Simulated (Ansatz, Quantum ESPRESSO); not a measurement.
**PtAl: spin-orbit coupling in 2 programs**

```cif
data_structure
_symmetry_space_group_name_H-M 'Pm-3m'
_symmetry_Int_Tables_number 221
_cell_length_a 3.0915
_cell_length_b 3.0915
_cell_length_c 3.0915
_cell_angle_alpha 90.000
_cell_angle_beta 90.000
_cell_angle_gamma 90.000
_cell_volume 29.55
loop_
_atom_site_label
_atom_site_type_symbol
_atom_site_symmetry_multiplicity
_atom_site_Wyckoff_symbol
_atom_site_fract_x
_atom_site_fract_y
_atom_site_fract_z
_atom_site_occupancy
Pt1 Pt 1 b 0.50000 0.50000 0.50000 1
Al1 Al 1 a 0.00000 0.00000 0.00000 1
```

Measurements of this composition are mostly on another form, of space group No. 198.

Kept alike: task band structure; functional PBEsol; k mesh 9 × 9 × 9; occupations fermi-dirac, width 0.05 eV. The mesh is that of the run's cell of 2 atoms.

- A: Ansatz, Ansatz PAW, made for PBE, cutoff 420 eV
- B: Quantum ESPRESSO; PseudoDojo 0.4.1 SR PBEsol standard (False); PseudoDojo 0.4 FR PBEsol standard (True), cutoff 1143 eV

```csv
spin-orbit coupling,A: pressure (GPa),B: pressure (GPa)
off,-5.75,-5.94
on,-6.06,-5.97
```

Pressure is positive in compression; plane-wave values hold the error of the finite cutoff, which Ansatz corrects. Values on potentials made for another functional: all of A. For a metal such a mesh leaves the last digits unconverged.

How large is the effect of spin-orbit coupling, and do the programs agree on it?

From off to on the pressure moves by -0.31 in A, -0.03 in B (GPa). Row by row the programs differ by 0.09 to 0.19, and the shifts point the same way but differ by 90 % of the larger.
